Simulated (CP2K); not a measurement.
# CdS (Hawleyite) (F-43m) in CP2K: notebook, part 2 of 2

CP2K 2026.2. The steps go on from the part before.

## Step 4: Band structure, LDA

cds_bands.inp reads:

```
&GLOBAL
  PROJECT cds_bands
  RUN_TYPE ENERGY_FORCE
  PRINT_LEVEL LOW
&END GLOBAL
&FORCE_EVAL
  METHOD QS
  STRESS_TENSOR ANALYTICAL
  &DFT
    BASIS_SET_FILE_NAME BASIS_MOLOPT
    POTENTIAL_FILE_NAME GTH_POTENTIALS
    &MGRID
      CUTOFF 450
      REL_CUTOFF 60
      NGRIDS 4
    &END MGRID
    &QS
      METHOD GPW
      EPS_DEFAULT 1.0E-9
    &END QS
    &KPOINTS
      SCHEME MONKHORST-PACK 8 8 8
      GAMMA_CENTERED T
      SYMMETRY T
      SYMMETRY_BACKEND SPGLIB
    &END KPOINTS
    &SCF
      SCF_GUESS ATOMIC
      EPS_SCF 1.0E-6
      MAX_SCF 100
      ADDED_MOS 10
      CHOLESKY OFF
      EPS_EIGVAL 1.0E-7
      &DIAGONALIZATION ON
        ALGORITHM STANDARD
      &END DIAGONALIZATION
      &MIXING ON
        METHOD BROYDEN_MIXING
        ALPHA 0.4
        BETA 1.5
        NBUFFER 8
      &END MIXING
      &SMEAR ON
        METHOD FERMI_DIRAC
        ELECTRONIC_TEMPERATURE 580.23
      &END SMEAR
    &END SCF
    &XC
      &XC_FUNCTIONAL
        &LDA_X
        &END LDA_X
        &LDA_C_PW
        &END LDA_C_PW
      &END XC_FUNCTIONAL
    &END XC
    &PRINT
      &KPOINTS ON
      &END KPOINTS
      &MULLIKEN ON
      &END MULLIKEN
      &MO ON
        ENERGIES T
        OCCUPATION_NUMBERS T
        &EACH
          QS_SCF 0
        &END EACH
        ADD_LAST NUMERIC
      &END MO
      &LOWDIN ON
      &END LOWDIN
      &HIRSHFELD ON
        SHAPE_FUNCTION DENSITY
      &END HIRSHFELD
      &BAND_STRUCTURE
        FILE_NAME bands.bs
        ADDED_MOS 4
        &KPOINT_SET
          UNITS B_VECTOR
          NPOINTS 10
          SPECIAL_POINT GAMMA 0.00000000 0.00000000 0.00000000
          SPECIAL_POINT X 0.50000000 0.00000000 0.50000000
          SPECIAL_POINT W 0.50000000 0.25000000 0.75000000
          SPECIAL_POINT K 0.37500000 0.37500000 0.75000000
          SPECIAL_POINT GAMMA 0.00000000 0.00000000 0.00000000
          SPECIAL_POINT L 0.50000000 0.50000000 0.50000000
          SPECIAL_POINT U 0.62500000 0.25000000 0.62500000
          SPECIAL_POINT W 0.50000000 0.25000000 0.75000000
          SPECIAL_POINT L 0.50000000 0.50000000 0.50000000
          SPECIAL_POINT K 0.37500000 0.37500000 0.75000000
        &END KPOINT_SET
        &KPOINT_SET
          UNITS B_VECTOR
          NPOINTS 10
          SPECIAL_POINT U 0.62500000 0.25000000 0.62500000
          SPECIAL_POINT X 0.50000000 0.00000000 0.50000000
        &END KPOINT_SET
      &END BAND_STRUCTURE
    &END PRINT
  &END DFT
  &SUBSYS
    &CELL
      ABC 4.1245538547 4.1245538546 4.1245538546
      ALPHA_BETA_GAMMA 60.0000000008 60.0000000004 60.0000000003
      PERIODIC XYZ
    &END CELL
    &COORD
      SCALED
      Cd  0.0000000000 0.0000000000 0.0000000000
      S   0.7500000000 0.7500000000 0.7500000000
    &END COORD
    &KIND Cd
      BASIS_SET DZVP-MOLOPT-SR-GTH-q12
      POTENTIAL GTH-PBE-q12
    &END KIND
    &KIND S
      BASIS_SET DZVP-MOLOPT-SR-GTH-q6
      POTENTIAL GTH-PBE-q6
    &END KIND
    &PRINT
      &ATOMIC_COORDINATES ON
      &END ATOMIC_COORDINATES
      &CELL ON
      &END CELL
    &END PRINT
  &END SUBSYS
  &PRINT
    &FORCES ON
    &END FORCES
    &STRESS_TENSOR ON
    &END STRESS_TENSOR
  &END PRINT
&END FORCE_EVAL
```

Potentials or basis: GTH_POTENTIALS Cd GTH-PBE-q12, S GTH-PBE-q6; DZVP-MOLOPT-SR-GTH basis.

The run is started by

```
OMP_NUM_THREADS=1 cp2k.psmp -i cds_bands.inp -o cds_bands.out
```

cds_bands.out:

```text

 CP2K| version string:                                       CP2K version 2026.2
 CP2K| Input file name                                             cds_bands.inp

 GLOBAL| Force Environment number                                              1
 GLOBAL| Basis set file name                                        BASIS_MOLOPT
 GLOBAL| Potential file name                                      GTH_POTENTIALS
 GLOBAL| MM Potential file name                                     MM_POTENTIAL
 GLOBAL| Coordinate file name                                      __STD_INPUT__
 GLOBAL| Method name                                                        CP2K
 GLOBAL| Project name                                                  cds_bands
 GLOBAL| Run type                                                   ENERGY_FORCE
 GLOBAL| FFT library                                                       FFTW3
 GLOBAL| Diagonalization library                                       ScaLAPACK
 GLOBAL| Cholesky decomposition library                                ScaLAPACK
 GLOBAL| DGEMM library                                                      BLAS
 GLOBAL| Direct generalized diagonalization requested                          F
 GLOBAL| Matrix multiplication library                                 ScaLAPACK
 GLOBAL| Global print level                                                  LOW
 GLOBAL| Total number of message passing processes                             1
 GLOBAL| Number of threads for this process                                    1
 GLOBAL| CPU model name                                                  UNKNOWN

 CELL| Volume [angstrom^3]:                                            49.615336
 CELL| Vector a [angstrom]:       4.125     0.000     0.000   |a| =     4.124554
 CELL| Vector b [angstrom]:       2.062     3.572     0.000   |b| =     4.124554
 CELL| Vector c [angstrom]:       2.062     1.191     3.368   |c| =     4.124554
 CELL| Angle (b,c), alpha [degree]:                                    60.000000
 CELL| Angle (a,c), beta  [degree]:                                    60.000000
 CELL| Angle (a,b), gamma [degree]:                                    60.000000
 CELL| Numerically orthorhombic:                                              NO
 CELL| Periodicity                                                           XYZ

 CELL_REF| Volume [angstrom^3]:                                        49.615336
 CELL_REF| Vector a [angstrom     4.125     0.000     0.000   |a| =     4.124554
 CELL_REF| Vector b [angstrom     2.062     3.572     0.000   |b| =     4.124554
 CELL_REF| Vector c [angstrom     2.062     1.191     3.368   |c| =     4.124554
 CELL_REF| Angle (b,c), alpha [degree]:                                60.000000
 CELL_REF| Angle (a,c), beta  [degree]:                                60.000000
 CELL_REF| Angle (a,b), gamma [degree]:                                60.000000
 CELL_REF| Numerically orthorhombic:                                          NO
 CELL_REF| Periodicity                                                       XYZ

[... 8 lines left out ...]
 TOTAL NUMBERS AND MAXIMUM NUMBERS

  Total number of            - Atomic kinds:                                   2
                             - Atoms:                                          2
                             - Shell sets:                                     2
                             - Shells:                                        12
                             - Primitive Cartesian functions:                  9
                             - Cartesian basis functions:                     44
                             - Spherical basis functions:                     38

  Maximum angular momentum of- Orbital basis functions:                        3
                             - Local part of the GTH pseudopotential:          0
                             - Non-local part of the GTH pseudopotential:      4

 MODULE QUICKSTEP: ATOMIC COORDINATES IN ANGSTROM

   Atom Kind Element         X             Y             Z       Z(eff)     Mass
      1    1 Cd   48      0.000000      0.000000      0.000000  12.0000 112.4110
[... 98 lines left out ...]
  *** SCF run converged in    14 steps ***

  Electronic density on regular grids:        -17.9999999817        0.0000000183
  Core density on regular grids:               17.9999999796       -0.0000000204
  Total charge density on r-space grids:       -0.0000000021
  Total charge density g-space grids:          -0.0000000021

  Overlap energy of the core charge distribution:               0.00000000032016
  Self energy of the core charge distribution:                -98.03709906323351
  Core Hamiltonian energy:                                     29.38102762179506
  Hartree energy:                                              21.20704567599727
  Exchange-correlation energy:                                 -8.73716519393284
  Electronic entropic energy:                                  -0.00000006996382
  Fermi energy:                                                 0.13368183905020

  Total energy:                                               -56.18619102901784
  Total energy (extrapolated to T->0):                        -56.18619099403593

 MO| EIGENVALUES AND OCCUPATION NUMBERS FOR K POINT 1
 MO|
 MO|  Index      Eigenvalue [a.u.]        Eigenvalue [eV]             Occupation
 MO|      1              -0.324752              -8.836946               2.000000
 MO|      2              -0.161313              -4.389554               2.000000
 MO|      3              -0.161313              -4.389553               2.000000
 MO|      4              -0.145580              -3.961434               2.000000
 MO|      5              -0.145580              -3.961432               2.000000
 MO|      6              -0.143206              -3.896823               2.000000
[... 343 lines left out ...]
 MO|     18               0.762885              20.759146               0.000000
 MO|     19               0.823397              22.405764               0.000000
 MO| Sum:                                                              18.000000
 MO| E(Fermi):            0.133682 a.u.          3.637668 eV

 [... the levels of further k-points ...]

 !-----------------------------------------------------------------------------!
                     Mulliken Population Analysis

 #  Atom  Element  Kind  Atomic population                           Net charge
       1     Cd       1         11.727341                              0.272659
       2     S        2          6.272659                             -0.272659
 # Total charge                             18.000000                  0.000000

 !-----------------------------------------------------------------------------!

 !-----------------------------------------------------------------------------!
                           Hirshfeld Charges

  #Atom  Element  Kind  Ref Charge     Population                    Net charge
      1       Cd     1      12.000         11.759                         0.241
      2       S      2       6.000          6.241                        -0.241

  Total Charge                                                           -0.000
 !-----------------------------------------------------------------------------!

 LOWDIN POPULATION ANALYSIS

 #  Atom  Element  Kind  Atomic population                           Net charge
       1     Cd       1         13.291238                             -1.291238
       2     S        2          4.708762                              1.291238
 # Total charge                             18.000000                  0.000000

 KPOINTS| Band Structure Calculation
 KPOINTS| Number of k-point sets                                               2
 KPOINTS| Number of added MOs/bands                                            4
 KPOINTS| Number of k-points in set    1                                      91
 KPOINTS| In units of b-vector [2pi/Bohr]
 KPOINTS| Special point     1       GAMMA     0.000000     0.000000     0.000000
 KPOINTS| Special point     2           X     0.500000     0.000000     0.500000
 KPOINTS| Special point     3           W     0.500000     0.250000     0.750000
 KPOINTS| Special point     4           K     0.375000     0.375000     0.750000
 KPOINTS| Special point     5       GAMMA     0.000000     0.000000     0.000000
 KPOINTS| Special point     6           L     0.500000     0.500000     0.500000
 KPOINTS| Special point     7           U     0.625000     0.250000     0.625000
 KPOINTS| Special point     8           W     0.500000     0.250000     0.750000
 KPOINTS| Special point     9           L     0.500000     0.500000     0.500000
 KPOINTS| Special point    10           K     0.375000     0.375000     0.750000
 KPOINTS| Number of k-points in set    2                                      11
 KPOINTS| In units of b-vector [2pi/Bohr]
 KPOINTS| Special point     1           U     0.625000     0.250000     0.625000
 KPOINTS| Special point     2           X     0.500000     0.000000     0.500000

 ENERGY| Total FORCE_EVAL ( QS ) energy [hartree]            -56.186193381813297

 FORCES| Atomic forces [hartree/bohr]
 FORCES|   Atom     x               y               z               |f|
 FORCES|      1 -2.07979502E-09  2.64615443E-09 -9.98571251E-09   1.05376532E-08
 FORCES|      2  1.93929639E-09 -2.72730081E-09  9.92836638E-09   1.04771895E-08
 FORCES| Sum    -1.40498629E-10 -8.11463791E-11 -5.73461385E-11
 FORCES| Total atomic force                                       1.72084802E-10

 STRESS| Analytical stress tensor [bar]
 STRESS|                        x                   y                   z
 STRESS|      x       -1.18243609419E+03   3.41566174240E-02   2.71516046794E-02
 STRESS|      y        3.41566174240E-02  -1.18246144283E+03   5.62634415335E-03
 STRESS|      z        2.71516046794E-02   5.62634415335E-03  -1.18242264785E+03
 STRESS| 1/3 Trace                                            -1.18244006162E+03
 STRESS| Determinant                                          -1.65324571401E+09

 STRESS| Eigenvectors and eigenvalues of the analytical stress tensor [bar]
 STRESS|                        1                   2                   3
 STRESS| Eigenvalues  -1.18248731680E+03  -1.18244190597E+03  -1.18239096210E+03
 STRESS|      x          -0.612513602680     -0.419904660200      0.669706773801
 STRESS|      y           0.767181253897     -0.519892529549      0.375692269535
 STRESS|      z           0.190420613909      0.743903107979      0.640584230010
```

Wall time 19 s (1 thread of Arm Neoverse V2, shared host); peak memory 0.26 GiB.

What came out:

- Free energy: -1528.9041 eV
- Pressure: -0.1 GPa
- Band gap on the k mesh: 0.83 eV, direct
- Band gap along the path: 0.83 eV, direct
- Mulliken charges: Cd +0.27; S -0.27 e
- Hirshfeld charges: Cd +0.24; S -0.24 e

Levels at the corners of the path, in eV from the valence-band top:
```csv
point,band 5,band 6,band 7,band 8,band 9,band 10,band 11,band 12,band 13,band 14
Γ,-7.17,-7.17,0.00,0.00,0.00,0.83,6.36,6.36,6.36,11.85
X,-7.07,-6.74,-4.13,-2.00,-2.00,3.25,4.26,9.08,10.79,10.79
W,-7.16,-6.53,-4.10,-2.44,-2.33,5.28,5.51,7.11,7.96,11.12
K,-7.12,-6.59,-4.13,-2.70,-1.63,4.01,5.45,8.47,9.24,9.52
Γ,-7.17,-7.17,0.00,0.00,0.00,0.83,6.36,6.36,6.36,11.85
L,-7.13,-6.80,-4.63,-0.81,-0.81,2.81,6.86,6.86,7.29,12.27
U,-7.12,-6.59,-4.13,-2.70,-1.63,4.01,5.45,8.47,9.24,9.52
W,-7.16,-6.53,-4.10,-2.44,-2.33,5.28,5.51,7.11,7.96,11.12
L,-7.13,-6.80,-4.63,-0.81,-0.81,2.81,6.86,6.86,7.29,12.27
K,-7.12,-6.59,-4.13,-2.70,-1.63,4.01,5.45,8.47,9.24,9.52
U,-7.12,-6.59,-4.13,-2.70,-1.63,4.01,5.45,8.47,9.24,9.52
X,-7.07,-6.74,-4.13,-2.00,-2.00,3.25,4.26,9.08,10.79,10.79
```

Caveat: Mulliken charges move with the basis; the potentials were made for another functional, which shifts forces and pressure; the basis of atomic orbitals isn't converged, which shifts pressures, moduli and gaps.

## Step 5: The runs side by side

| level | potentials or basis | spin | k points reduced by the point group | soc after scf | gap on the mesh (eV) | pressure (GPa) |
| --- | --- | --- | --- | --- | --- | --- |
| PBE | GTH_POTENTIALS Cd GTH-PBE-q12, S GTH-PBE-q6; DZVP-MOLOPT-SR-GTH basis | off | yes | - | 1.12 | 4.1 |
| PBE | GTH_SOC_POTENTIALS Cd GTH-PBE-q12, S GTH-PBE-q6; DZVP-MOLOPT-SR-GTH basis | SOC, no magnetisation | - | yes | - | 4.1 |
| LDA | GTH_POTENTIALS Cd GTH-PBE-q12, S GTH-PBE-q6; DZVP-MOLOPT-SR-GTH basis | off | yes | - | 0.83 | -0.1 |

Alike in all rows: task band structure; cell as given; k mesh 8 × 8 × 8; smearing fermi-dirac 0.05 eV.

Caveats: the basis of atomic orbitals isn't converged, which shifts pressures, moduli and gaps; the potentials were made for another functional, which shifts forces and pressure (some runs).

Absolute energies hang on the potentials; compare differences alone.
